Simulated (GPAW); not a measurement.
SnTe: band structure with PBEint

**The experiment to reproduce.**

From a printed reference work, textbook, for a bulk crystal of SnTe at 300 K: band gap 0.18 eV (direct).

SnTe:

```xyz
2
Lattice="4.4560 0.0000 0.0000 2.2280 3.8590 0.0000 2.2280 1.2863 3.6383" Properties=species:S:1:pos:R:3 pbc="T T T"
Te    4.4560    2.5727    1.8191
Sn    0.0000    0.0000    0.0000
```

```json
{"Program": "GPAW 26.7.0", "Task": "band structure", "Functional": "PBEint", "Potentials or basis": "PAW data sets generated in the run's folder for this functional", "Cutoff": "600 eV", "Basis": "pw", "k mesh": "6 × 6 × 6", "Occupations": "fermi-dirac, width 0.05 eV", "Spin": "spin-orbit coupling, no magnetisation", "Maxiter": "150", "Band path": "GXWKGLUWLK,UX", "Band points": "80", "spin axis theta (degrees)": "90", "spin axis phi (degrees)": "0", "Soc after scf": "second variation"}
```

* Pressure: -0.1 GPa
* Band gap on the k mesh: 0.34 eV, direct
* Band gap along the path: 0.27 eV, indirect (least direct gap 0.34 eV)

Levels at the corners of the path, in eV from the valence-band top:
```
point  band 17  band 18  band 19  band 20  band 21  band 22  band 23  band 24
    Γ    -1.66    -1.66    -1.66    -1.66     2.89     2.89     3.83     3.83
    X    -3.83    -3.83    -3.34    -3.34     2.27     2.27     4.69     4.69
    W    -4.60    -4.60    -0.64    -0.64     1.00     1.00     4.64     4.64
    K    -3.17    -3.17    -2.48    -2.48     2.96     2.96     3.45     3.45
    Γ    -1.66    -1.66    -1.66    -1.66     2.89     2.89     3.83     3.83
    L    -1.34    -1.34     0.00     0.00     0.34     0.34     0.46     0.46
    U    -3.17    -3.17    -2.48    -2.48     2.96     2.96     3.45     3.45
    W    -4.60    -4.60    -0.64    -0.64     1.00     1.00     4.64     4.64
    L    -1.34    -1.34     0.00     0.00     0.34     0.34     0.46     0.46
    K    -3.17    -3.17    -2.48    -2.48     2.96     2.96     3.45     3.45
    U    -3.17    -3.17    -2.48    -2.48     2.96     2.96     3.45     3.45
    X    -3.83    -3.83    -3.34    -3.34     2.27     2.27     4.69     4.69
```

It took 29 s on 1 thread of AMD EPYC 9R45 96-Core Processor (Zen 5), on a shared host, peak memory 0.34 GiB.

Measured direct gap of SnTe: 0.18 eV (direct; 300 K; a printed reference work, textbook). This calculation gives 0.34 eV (+0.16 eV). The value is that of PBEint, without temperature or zero-point motion.

Caveat: spin-orbit coupling was added after a scalar SCF, so levels and gaps hold it while energy, forces, pressure and moments don't; this program's spin-orbit splittings come out too wide for heavy elements.
